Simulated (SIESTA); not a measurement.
Write the native input for SIESTA 5.4.2 that does the following.

* Task: band structure
* Functional: LDA
* Potentials or basis: PseudoDojo 0.4 standard (LDA files)
* Basis: DZP (energy shift 0.003 Ry; two zetas on semicore shells)
* Grid cutoff: 500 Ry
* Energy shift: 0.003 Ry
* k mesh: 8 × 8 × 2
* Occupations: fermi-dirac, width 0.05 eV
* Spin: no spin polarisation

InSe:

```
In Se
1.0
     4.04733    0.00000    0.00000
    -2.02366    3.50509    0.00000
     0.00000    0.00000   18.05206
In Se
4 4
Direct
  0.33333 0.66667 0.07739
  0.33333 0.66667 0.92261
  0.00000 0.00000 0.42261
  0.00000 0.00000 0.57739
  0.33333 0.66667 0.35298
  0.33333 0.66667 0.64702
  0.66667 0.33333 0.14700
  0.66667 0.33333 0.85300
```

Measurements of this composition are mostly on another form, of space group No. 160.

One way to write it, as run:

InSe.fdf

```
SystemName                      InSe
SystemLabel                     InSe
NumberOfSpecies                 2
NumberOfAtoms                   8
%block ChemicalSpeciesLabel
  1  49 In
  2  34 Se
%endblock ChemicalSpeciesLabel

LatticeConstant                 1.0 Ang
%block LatticeVectors
     4.0473293151     0.0000000000     0.0000000000
    -2.0236646576     3.5050900044     0.0000000000
     0.0000000000     0.0000000000    18.0520649100
%endblock LatticeVectors
AtomicCoordinatesFormat         Fractional
%block AtomicCoordinatesAndAtomicSpecies
     0.3333333333     0.6666666667     0.0773904900  1  In
     0.3333333333     0.6666666667     0.9226095100  1  In
     0.0000000000     0.0000000000     0.4226063200  1  In
     0.0000000000     0.0000000000     0.5773936800  1  In
     0.3333333333     0.6666666667     0.3529842800  2  Se
     0.3333333333     0.6666666667     0.6470157200  2  Se
     0.6666666667     0.3333333333     0.1469999300  2  Se
     0.6666666667     0.3333333333     0.8530000700  2  Se
%endblock AtomicCoordinatesAndAtomicSpecies

%block kgrid.MonkhorstPack
    8   0   0  0.0
    0   8   0  0.0
    0   0   2  0.0
%endblock kgrid.MonkhorstPack
XC.Functional                   LDA
XC.Authors                      PW92
PAO.BasisSize                   DZP
PAO.EnergyShift                 0.003 Ry
Mesh.Cutoff                     500 Ry
OccupationFunction              FD
ElectronicTemperature           0.05 eV
MaxSCFIterations                120
SCF.MustConverge                false
SCF.Mixer.Method                Pulay
SCF.Mixer.Weight                0.25
SCF.Mixer.History               8
SCF.DM.Tolerance                5.0e-05
SCF.H.Tolerance                 1.0e-03 eV
WriteForces                     true
Charge.Mulliken                 end
BandLinesScale                  ReciprocalLatticeVectors
%block BandLines
    1    0.000000   0.000000   0.000000  \Gamma
   13    0.500000   0.000000   0.000000  M
    8    0.333333   0.333333   0.000000  K
   15    0.000000   0.000000   0.000000  \Gamma
    3    0.000000   0.000000   0.500000  A
   13    0.500000   0.000000   0.500000  L
    8    0.333333   0.333333   0.500000  H
   15    0.000000   0.000000   0.500000  A
    1    0.500000   0.000000   0.500000  L
    3    0.500000   0.000000   0.000000  M
    1    0.333333   0.333333   0.000000  K
    3    0.333333   0.333333   0.500000  H
%endblock BandLines
%block PAO.Basis
  In 4
  n=5 0 2
    6.941 0.000
  n=5 1 2
    9.500 0.000
  n=4 2 2
    4.114 0.000
  n=5 2 1
    9.500
  Se 4
  n=4 0 2
    5.129 0.000
  n=4 1 2
    6.695 0.000
  n=3 2 2
    2.657 0.000
  n=4 2 1
    6.695
%endblock PAO.Basis
```

Potentials or basis: PseudoDojo 0.4 standard (LDA files), DZP (energy shift 0.003 Ry; two zetas on semicore shells).

Command:

```bash
$ siesta < InSe.fdf > InSe.out 2>&1
```

It gave:

```
Pressure                : -1.6 GPa
Largest force           : 0.267 eV/Å
Band gap on the k mesh  : 0.52 eV, direct
Band gap along the path : 0.52 eV, direct
```

Caveat: spin-orbit coupling is left out, which moves the levels of the heavy elements; the basis of atomic orbitals isn't converged, which shifts pressures, moduli and gaps.

Run time: 2.2 min on 1 thread of Arm Neoverse V1 (shared host), peak memory 0.55 GiB.
